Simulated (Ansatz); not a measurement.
Set up this calculation in Ansatz 0.2.0, as the native input.

```
Task                : relaxation of cell and atoms
Functional          : revPBE
Potentials or basis : Ansatz PAW
Cutoff              : 420 eV (not typed: the program's choice for these potentials)
k mesh              : 6 × 6 × 6
Occupations         : fermi-dirac, width 0.05 eV
Spin                : collinear spin, ferromagnetic start
Starting moments    : [1.0, 1.0, 1.0, 1.0, 0.0, 0.0, 0.0, 0.0] μB
```

Crystal: SiNi.

```xyz
8
Lattice="4.5037 0.0000 0.0000 0.0000 4.5037 0.0000 0.0000 0.0000 4.5037" Properties=species:S:1:pos:R:3 pbc="T T T"
Ni    0.6733    0.6733    0.6733
Ni    2.9252    1.5785    3.8304
Ni    3.8304    2.9252    1.5785
Ni    1.5785    3.8304    2.9252
Si    3.8139    3.8139    3.8139
Si    1.5620    2.9417    0.6898
Si    0.6898    1.5620    2.9417
Si    2.9417    0.6898    1.5620
```

The cell is a database's computed one.

One way to write it, as run:

input.yaml

```yaml
crystal:
  lattice:
    - [4.503694, 0.0, 0.0]
    - [0.0, 4.503694, 0.0]
    - [0.0, 0.0, 4.503694]
  atoms:
    - { symbol: Ni, position: [0.149504, 0.149504, 0.149504], spin: 1.0 }
    - { symbol: Ni, position: [0.649504, 0.350496, 0.850496], spin: 1.0 }
    - { symbol: Ni, position: [0.850496, 0.649504, 0.350496], spin: 1.0 }
    - { symbol: Ni, position: [0.350496, 0.850496, 0.649504], spin: 1.0 }
    - { symbol: Si, position: [0.84683, 0.84683, 0.84683] }
    - { symbol: Si, position: [0.34683, 0.65317, 0.15317] }
    - { symbol: Si, position: [0.15317, 0.34683, 0.65317] }
    - { symbol: Si, position: [0.65317, 0.15317, 0.34683] }
hamiltonian:
  xc: revpbe
  pseudopotentials: { kind: paw }
magnetization:
  spin_polarized: true
kpoints:
  mp_grid: { grid: [6, 6, 6] }
scf:
  occupations: { method: fermi_dirac, width: 0.05 }
output:
  forces: true
  stress: true
  eigenvalues: true
relax:
  f_tol: 0.01
  max_steps: 40
  cell: { stress_tol: 0.05 }
```

Potentials or basis: Ansatz PAW.

Command:

```bash
$ ansatz run input.yaml --threads 4 --pin off --max-ram 11264MiB --backend cpu --events-out ev --progress --plain --runs-dir out
```

Results of the run:

```json
{
 "Relaxed volume": "11.70 Å³/atom",
 "Relaxed cell": "a = 4.541 Å, b = 4.541 Å, c = 4.541 Å, α = 90.00°, β = 90.00°, γ = 90.00°",
 "Space group after relaxing (to 0.05 Å)": "P2_13 (No. 198)",
 "Energy gained by relaxing": "3.9 meV/atom",
 "Ionic steps": "6",
 "Pressure after relaxing": "0.0 GPa",
 "Band gap on the k mesh": "none (metal or under the smearing width)",
 "Net moment": "0.00 μB per cell",
 "Absolute moment": "0.00 μB per cell"
}
```

Caveat: the plane-wave basis is chosen anew once the cell has moved, so the energies of steps on either side of that aren't comparable; the PAW data sets come from PBE, with cores solved anew for the run's functional, which leaves a small shift of forces and pressure; the starting moments weren't kept.

It took 47 s on 4 threads of Arm Neoverse V2, with other jobs on the host, peak memory 0.53 GiB.
